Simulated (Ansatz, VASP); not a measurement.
**Cl in VASP and in Ansatz**

INCAR

```
SYSTEM = Cl
ALGO = Normal
EDIFF = 1E-6
EDIFFG = -0.01
ENCUT = 600
GGA = PE
IBRION = 2
ISIF = 3
ISMEAR = 0
LASPH = .True.
LCHARG = .False.
LREAL = .False.
LWAVE = .False.
NELM = 100
NSW = 100
PREC = Accurate
SIGMA = 0.1
```

The input KPOINTS:

```
k-points
0
Gamma
  6 6 6
  0 0 0
```

The input POSCAR:

```
Cl
1.0
    4.1320969157      2.3856672666      3.9499698235
   -4.1320969157      2.3856672666      3.9499698235
    0.0000000000     -4.7713345332      3.9499698235
Cl
5
Direct
    0.5000000000      0.0000000000      0.0000000000
    0.0000000000      0.5000000000      0.0000000000
    0.0000000000      0.0000000000      0.5000000000
    0.8271754268      0.8271754268      0.8271754268
    0.1728245732      0.1728245732      0.1728245732
```

Input for Ansatz:

```yaml
crystal:
  lattice:
    - [4.1320969157, 2.3856672666, 3.9499698235]
    - [-4.1320969157, 2.3856672666, 3.9499698235]
    - [0.0, -4.7713345332, 3.9499698235]
  atoms:
    - { symbol: Cl, position: [0.5, 0.0, 0.0] }
    - { symbol: Cl, position: [0.0, 0.5, 0.0] }
    - { symbol: Cl, position: [0.0, 0.0, 0.5] }
    - { symbol: Cl, position: [0.8271754268, 0.8271754268, 0.8271754268] }
    - { symbol: Cl, position: [0.1728245732, 0.1728245732, 0.1728245732] }
basis:
  ecutwfc: 420
kpoints:
  mp_grid: { grid: [6, 6, 6] }
hamiltonian:
  xc: pbe
scf:
  occupations: { method: gaussian, width: 0.1 }
output:
  forces: true
  stress: true
  eigenvalues: true
relax:
  adjacent_minimum: "off"
  f_tol: 0.01
  max_steps: 80
  cell: { stress_tol: 0.05 }
```

Alike in both runs: task relaxation of cell and atoms; functional PBE; k mesh 6 × 6 × 6; occupations gaussian, width 0.1 eV; no spin polarisation.

|  | VASP | Ansatz |
| --- | --- | --- |
| version | VASP 6.6.1 | Ansatz 0.2.0 |
| potentials or method | VASP PAW PBE potentials, release 64 (Cl) | scalar-relativistic, plane waves, PAW |
| plane-wave cutoff (eV) | 600 | 420 |
| valence electrons in the cell | 35 | 35 |

|  | VASP | Ansatz | Ansatz less VASP |
| --- | --- | --- | --- |
| gap on the k mesh at the Fermi level, each at its own relaxed structure (eV) | none | none | - |
| relaxed volume (Å³/atom) | 46.43 | 47.42 | +0.990 |
| relaxed cell length with the largest relative difference (Å) | 6.181 | 6.235 | +0.0534 |

A gap of «none» marks a metal or a gap that the smearing closes.

Caveats: an odd number of electrons without spin polarisation forces a metal; a magnetic or distorted state may lie lower.
